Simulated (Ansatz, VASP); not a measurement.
Two plane-wave programs on GaN

```
CELL_PARAMETERS angstrom
0.00000 2.25000 2.25000
2.25000 0.00000 2.25000
2.25000 2.25000 0.00000
ATOMIC_POSITIONS crystal
Ga 0.00000 0.00000 0.00000
N 0.25000 0.25000 0.25000
```

The cell was built by a generator and isn't the measured one.

Alike in both runs: task single point; functional r2SCAN; k mesh 8 × 8 × 8; occupations gaussian, width 0.1 eV; no spin polarisation.

|  | VASP | Ansatz |
| --- | --- | --- |
| version | VASP 6.6.1 | Ansatz 0.2.0 |
| potentials or method | VASP PAW PBE potentials, release 64 (Ga_d, N) | scalar-relativistic, plane waves, PAW |
| plane-wave cutoff (eV) | 520 | 500 |
| valence electrons in the cell | 18 | 18 |

Ansatz gave:

```
gap on the k mesh at the Fermi level (eV) : 2.16
least direct gap on the mesh (eV)         : 2.16
pressure (GPa)                            : -0.3
```

**Question.** Which values does VASP return?

**Answer.** gap on the k mesh at the Fermi level (eV): 2.15; least direct gap on the mesh (eV): 2.15; pressure (GPa): 0.8.

Caveats: the PAW data sets were made with another functional, which shifts forces and pressure a little (VASP). r2SCAN opens gaps a little over a GGA but as a rule still falls short of measured ones.
